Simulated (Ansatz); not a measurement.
# Pb (Fm-3m) in Ansatz: settings compared

One crystal, Pb, is run at these levels: PBE, RPBE; tasks: single point.

Program: Ansatz 0.2.0. These are calculated values, not measurements. Logs are shortened: lines on timing, memory, paths and dates and some standing lists are left out, and cuts for length are marked.

**1. The crystal as given**

The structure is cubic, space group Fm-3m (No. 225). The conventional cell has a = 4.950 Å, b = 4.950 Å, c = 4.950 Å, α = 90.00°, β = 90.00°, γ = 90.00°. Around Pb (site symmetry m-3m) lie 12 Pb at 3.50 Å.

**2. Single point, PBE**

Contents of input.yaml:

```yaml
crystal:
  lattice:
    - [0.0, 2.47502, 2.47502]
    - [2.47502, 0.0, 2.47502]
    - [2.47502, 2.47502, 0.0]
  atoms:
    - { symbol: Pb, position: [0.0, 0.0, 0.0] }
kpoints:
  mp_grid: { grid: [9, 9, 9] }
scf:
  occupations: { method: gaussian, width: 0.028 }
hamiltonian:
  xc: pbe
  pseudopotentials: { kind: all_electron, lapw: { basis_error: 0.001 } }
output:
  forces: true
  stress: true
  eigenvalues: true
```

Potentials or basis: all-electron LAPW, scalar-relativistic.

Started as:

```console
$ ansatz run input.yaml --threads 1 --pin off --max-ram 3072MiB --backend cpu --events-out ev --progress --plain --runs-dir out
```

What it wrote:

```text
Warning: RAYON_NUM_THREADS=1 ignored (pool sized by the plan → 1); use --threads N
LAPW: plane waves up to 6.362 Å⁻¹, error target 1.0e-3 eV per atom; small_component_spin mean_spin; Pb in spheres of 1.750 Å, 36 of its electrons in bands, Dirac shells [] (how accurate: hamiltonian.pseudopotentials.lapw.basis_error, Limitations)
Engine: ansatz 0.2.0, aarch64-unknown-linux-gnu
Pseudopotentials: kind: all_electron
Pseudopotential: Pb, LAPW, valence charge 36, lapw/all_electron/scalar/gaussian/Pb, Koelling and Harmon's equation, gaussian nucleus
Functional definition: PBE
  parameter kappa = 0.804
  parameter beta = 0.06672455060314922
  exchange = pbe_x(kappa = kappa, mu = beta*pi^2/3)
  correlation = pbe_c(beta = beta)
Crystal: 1 atoms, lattice volume = 30.323 Å³
Basis set: ecut = 154.21153860262535 eV, 137 PW (Γ), exchange–correlation at level 2
Bands: 22, of which v1, the nominal top of the filled ones, is band 18 counted from 1 (17 counted from 0)
Symmetry: 48 space group operations
Space group: Fm-3m (ITA 225), of the structure as read, at distance tolerance 3.1e-5 Å
k-points: 35 of 729
Non-local potential: Pb, projectors of the file, none
Initial density: superposition of atomic densities (chi_scale 0.1, normalization cell)
Initial wavefunctions: plane waves of lowest kinetic energy (no species holds an atomic orbital)
Functional: x = pbe(κ = 0.804, μ = 0.2195149727645171), c = pbe(β = 0.06672455060314922)
iter 1 solved again at ethr=6.48e-6 eV; its pass at ethr=1.00e-1 eV (dr2=2.33e-3 eV) is discarded
SCF iter   1: F=—  HF=-568066.614559 eV  |F-HF|=—  |Δ(HF+E_count)|=         —  Δρ=3.21e-3  dr2=2.35e-3  ethr=6.48e-6  ⟨swp⟩=3.8  Hψ=5177  notcnv=0
preconditioner: auto → LDOS  [insulator: Δε(μ)=0.227 eV  Ē_g=19.764 eV  σ=0.028 eV  W_gap=0.54  n_scr=14 (ndim 8)  ℏωp=25.2 eV  f_vac=0.033  D(μ)=1.32/eV (n_scr^D=14)  ε∞_Penn≈2.6  β→1.0]
SCF iter   2: F=—  HF=-568066.609965 eV  |F-HF|=—  |Δ(HF+E_count)|=   4.59e-3  Δρ=1.66e-3  dr2=4.76e-4  ethr=6.48e-6  ⟨swp⟩=3.0  Hψ=2485  notcnv=0
SCF iter   3: F=—  HF=-568066.603625 eV  |F-HF|=—  |Δ(HF+E_count)|=   6.34e-3  Δρ=9.70e-4  dr2=1.93e-4  ethr=1.32e-6  ⟨swp⟩=3.0  Hψ=2443  notcnv=0
SCF iter   4: F=—  HF=-568066.603336 eV  |F-HF|=—  |Δ(HF+E_count)|=   2.90e-4  Δρ=3.89e-4  dr2=2.98e-5  ethr=5.36e-7  ⟨swp⟩=2.0  Hψ=2270  notcnv=0
iter 5 solved again at ethr=7.06e-9 eV; its pass at ethr=8.27e-8 eV (dr2=2.54e-6 eV) is discarded
SCF iter   5: F=—  HF=-568066.603351 eV  |F-HF|=—  |Δ(HF+E_count)|=   1.58e-5  Δρ=1.20e-4  dr2=2.54e-6  ethr=7.06e-9  ⟨swp⟩=2.0  Hψ=3869  notcnv=0
SCF iter   6: F=-568066.603357 eV  HF=-568066.603357 eV  |F-HF|=1.53e-7  |Δ(HF+E_count)|=   5.34e-6  Δρ=2.06e-5  dr2=6.58e-8  ethr=7.06e-9  ⟨swp⟩=3.0  Hψ=2330  notcnv=0
SCF 1 converged in 6 iterations: F = -568066.603357 eV  dr2 = 6.58e-8
SCF converged after 6 iterations
Free energy (F): -568066.603357 eV
Harris-Foulkes:  -568066.603357 eV  (|F-HF|=1.53e-7)
Internal energy: -568066.602840 eV  (E = F + TS)
E sigma→0 (E₀):  -568066.603098 eV
Entropy (-TS):   -0.000517 eV (-0.517 meV/atom)
Fermi energy:    15.523773 eV
--- Per-component energies (eV) ---
  E_band       = -2196.140921
  E_kinetic    = 654971.658097
  E_xc         = -10580.678765
  E_electrostatic = -1212457.582172  (all electrons and nuclei)
  E_smearing   = -0.000517  (= −TS)
  E_closure    = 0.000000  (closes the sum)
  E_atoms      = -568063.043352  (free atoms, spherical and without spin; not in F)
  Σ components = -568066.603357   (vs F -568066.603357, Δ=0.00e0)
  Basis errors (estimates in eV, not in F): energy 2.1e-4 per atom: plane waves 2.0e-4 (1.0e-4 summed), levels above the bands 0.0e0, relativity 4.0e-8, radial functions 2.9e-6, core shells 1.0e-9; eigenvalues (radial functions only) 1.3e-5; not estimated: angular momenta, meshes, grids; target (lapw.basis_error) 1.0e-3; muffin-tin radii Pb 1.750 Å
--- Forces (eV/Å), atoms counted from 1 ---
  atom   1  Pb    -0.00000000     0.00000000     0.00000000
  max |Σ_I F_I| component: 1.31e-31 eV/Å
--- Stress (GPa, compression-positive) ---
        2.257690       0.000000      -0.000000
        0.000000       2.257690       0.000000
       -0.000000       0.000000       2.257690
  P = ⅓ Tr σ = 2.2577 GPa (22.577 kbar)
--- Band table (eV; the first three rows and the last of 35) ---
  k-point 0: bands = ["-123.9843", "-113.0154", "-113.0154", "-113.0154", "-113.0152", "-113.0152", "-113.0152", "-113.0150", "-65.8180", "-65.8180", "-65.8180", "-1.4211", "-1.4211", "-1.4211", "-1.2809", "-1.2809", "3.9148", "23.0819", "23.0819", "23.0819", "25.4137", "27.0166"]
  k-point 1: bands = ["-123.9843", "-113.0154", "-113.0154", "-113.0154", "-113.0152", "-113.0152", "-113.0152", "-113.0150", "-65.8184", "-65.8181", "-65.8181", "-1.4217", "-1.4047", "-1.4047", "-1.2810", "-1.2810", "4.1528", "20.7139", "22.7993", "22.7993", "25.0259", "27.9812"]
  k-point 2: bands = ["-123.9842", "-113.0154", "-113.0154", "-113.0154", "-113.0152", "-113.0152", "-113.0152", "-113.0150", "-65.8193", "-65.8183", "-65.8183", "-1.4269", "-1.3852", "-1.3852", "-1.2584", "-1.2584", "4.8649", "17.2468", "22.1995", "22.1995", "24.6864", "27.5110"]
  k-point 34: bands = ["-123.9842", "-113.0154", "-113.0154", "-113.0154", "-113.0152", "-113.0152", "-113.0152", "-113.0150", "-65.8204", "-65.8200", "-65.8193", "-1.4132", "-1.3995", "-1.3185", "-1.2279", "-1.1233", "8.8638", "13.8459", "14.7921", "16.4439", "25.9523", "27.0253"]
```

It took 2.8 s on 1 thread of Arm Neoverse V2, shared host; peak memory 0.23 GiB.

What came out:

```yaml
Free_energy: -568066.6034 eV
Pressure: 2.3 GPa
Band_gap_on_the_k_mesh: none (metal or under the smearing width)
```

**3. Single point, RPBE**

Changes to input.yaml since step 2:

```diff
@@ -10,5 +10,5 @@
 scf:
-  occupations: { method: gaussian, width: 0.028 }
+  occupations: { method: gaussian, width: 0.02 }
 hamiltonian:
-  xc: pbe
+  xc: rpbe
   pseudopotentials: { kind: all_electron, lapw: { basis_error: 0.001 } }
```

Potentials or basis: all-electron LAPW, scalar-relativistic.

Started as:

```console
$ ansatz run input.yaml --threads 1 --pin off --max-ram 3072MiB --backend cpu --events-out ev --progress --plain --runs-dir out
```

What it wrote:

```text
Warning: RAYON_NUM_THREADS=1 ignored (pool sized by the plan → 1); use --threads N
LAPW: plane waves up to 6.361 Å⁻¹, error target 1.0e-3 eV per atom; small_component_spin mean_spin; Pb in spheres of 1.750 Å, 36 of its electrons in bands, Dirac shells [] (how accurate: hamiltonian.pseudopotentials.lapw.basis_error, Limitations)
[... 3 set-up lines as earlier in the session ...]
Functional definition: RPBE
[... 2 set-up lines as earlier in the session ...]
  exchange = rpbe_x(kappa = kappa, mu = beta*pi^2/3)
[... 1 set-up line as earlier in the session ...]
Crystal: 1 atoms, lattice volume = 30.323 Å³
Basis set: ecut = 154.1429601506737 eV, 137 PW (Γ), exchange–correlation at level 2
Bands: 22, of which v1, the nominal top of the filled ones, is band 18 counted from 1 (17 counted from 0)
[... 2 set-up lines as earlier in the session ...]
k-points: 35 of 729
[... 3 set-up lines as earlier in the session ...]
Functional: x = rpbe, c = pbe(β = 0.06672455060314922)
iter 1 solved again at ethr=7.18e-6 eV; its pass at ethr=1.00e-1 eV (dr2=2.58e-3 eV) is discarded
SCF iter   1: F=—  HF=-568081.846354 eV  |F-HF|=—  |Δ(HF+E_count)|=         —  Δρ=3.39e-3  dr2=2.61e-3  ethr=7.18e-6  ⟨swp⟩=3.8  Hψ=5155  notcnv=0
preconditioner: auto → LDOS  [insulator: Δε(μ)=0.227 eV  Ē_g=19.808 eV  σ=0.020 eV  W_gap=0.54  n_scr=14 (ndim 8)  ℏωp=25.2 eV  f_vac=0.033  D(μ)=1.85/eV (n_scr^D=14)  ε∞_Penn≈2.6  β→1.0]
SCF iter   2: F=—  HF=-568081.840805 eV  |F-HF|=—  |Δ(HF+E_count)|=   5.55e-3  Δρ=2.20e-3  dr2=8.09e-4  ethr=7.18e-6  ⟨swp⟩=3.0  Hψ=2493  notcnv=0
SCF iter   3: F=—  HF=-568081.836533 eV  |F-HF|=—  |Δ(HF+E_count)|=   4.27e-3  Δρ=1.22e-3  dr2=2.92e-4  ethr=2.25e-6  ⟨swp⟩=3.0  Hψ=2484  notcnv=0
SCF iter   4: F=—  HF=-568081.836366 eV  |F-HF|=—  |Δ(HF+E_count)|=   1.67e-4  Δρ=4.95e-4  dr2=4.59e-5  ethr=8.12e-7  ⟨swp⟩=2.7  Hψ=2303  notcnv=0
iter 5 solved again at ethr=1.10e-8 eV; its pass at ethr=1.27e-7 eV (dr2=3.98e-6 eV) is discarded
SCF iter   5: F=—  HF=-568081.836405 eV  |F-HF|=—  |Δ(HF+E_count)|=   3.87e-5  Δρ=1.56e-4  dr2=3.98e-6  ethr=1.10e-8  ⟨swp⟩=2.0  Hψ=3896  notcnv=0
SCF iter   6: F=—  HF=-568081.836416 eV  |F-HF|=—  |Δ(HF+E_count)|=   1.09e-5  Δρ=3.27e-5  dr2=1.56e-7  ethr=1.10e-8  ⟨swp⟩=3.0  Hψ=2332  notcnv=0
SCF iter   7: F=-568081.836416 eV  HF=-568081.836416 eV  |F-HF|=4.31e-9  |Δ(HF+E_count)|=   4.69e-7  Δρ=3.62e-6  dr2=2.47e-9  ethr=4.35e-10  ⟨swp⟩=3.0  Hψ=2335  notcnv=0
SCF 1 converged in 7 iterations: F = -568081.836416 eV  dr2 = 2.47e-9
SCF converged after 7 iterations
Free energy (F): -568081.836416 eV
Harris-Foulkes:  -568081.836416 eV  (|F-HF|=4.31e-9)
Internal energy: -568081.836047 eV  (E = F + TS)
E sigma→0 (E₀):  -568081.836231 eV
Entropy (-TS):   -0.000369 eV (-0.369 meV/atom)
Fermi energy:    15.652240 eV
--- Per-component energies (eV) ---
  E_band       = -2192.860639
  E_kinetic    = 655002.760314
  E_xc         = -10596.147876
  E_electrostatic = -1212488.448485  (all electrons and nuclei)
  E_smearing   = -0.000369  (= −TS)
  E_closure    = 0.000000  (closes the sum)
  E_atoms      = -568078.678446  (free atoms, spherical and without spin; not in F)
  Σ components = -568081.836416   (vs F -568081.836416, Δ=0.00e0)
  Basis errors (estimates in eV, not in F): energy 2.1e-4 per atom: plane waves 2.1e-4 (1.0e-4 summed), levels above the bands 0.0e0, relativity 8.1e-8, radial functions 3.4e-6, core shells 1.0e-9; eigenvalues (radial functions only) 1.3e-5; not estimated: angular momenta, meshes, grids; target (lapw.basis_error) 1.0e-3; muffin-tin radii Pb 1.750 Å
--- Forces (eV/Å), atoms counted from 1 ---
  atom   1  Pb     0.00000000    -0.00000000     0.00000000
  max |Σ_I F_I| component: 1.23e-31 eV/Å
--- Stress (GPa, compression-positive) ---
        3.869493       0.000000      -0.000000
        0.000000       3.869493      -0.000000
       -0.000000      -0.000000       3.869493
  P = ⅓ Tr σ = 3.8695 GPa (38.695 kbar)
--- Band table (eV; the first three rows and the last of 35) ---
  k-point 0: bands = ["-123.8847", "-112.9062", "-112.9062", "-112.9062", "-112.9060", "-112.9060", "-112.9060", "-112.9058", "-65.7490", "-65.7490", "-65.7490", "-1.3597", "-1.3597", "-1.3597", "-1.2212", "-1.2212", "4.0489", "23.2350", "23.2350", "23.2350", "25.5103", "27.1079"]
  k-point 1: bands = ["-123.8847", "-112.9062", "-112.9062", "-112.9062", "-112.9060", "-112.9060", "-112.9060", "-112.9058", "-65.7494", "-65.7491", "-65.7491", "-1.3603", "-1.3434", "-1.3434", "-1.2213", "-1.2213", "4.2871", "20.8523", "22.9508", "22.9508", "25.1242", "28.0816"]
  k-point 2: bands = ["-123.8847", "-112.9062", "-112.9062", "-112.9062", "-112.9060", "-112.9060", "-112.9060", "-112.9058", "-65.7503", "-65.7492", "-65.7492", "-1.3653", "-1.3242", "-1.3242", "-1.1987", "-1.1987", "4.9996", "17.3792", "22.3492", "22.3492", "24.7841", "27.6170"]
  k-point 34: bands = ["-123.8846", "-112.9062", "-112.9062", "-112.9062", "-112.9060", "-112.9060", "-112.9060", "-112.9058", "-65.7514", "-65.7510", "-65.7503", "-1.3521", "-1.3382", "-1.2578", "-1.1685", "-1.0642", "9.0074", "13.9736", "14.9202", "16.5682", "26.0737", "27.1360"]
```

Run time: 3 s. Hardware: 1 thread of Arm Neoverse V2, shared host; peak memory 0.23 GiB.

Results:

```
Free energy            : -568081.8364 eV
Pressure               : 3.9 GPa
Band gap on the k mesh : none (metal or under the smearing width)
```
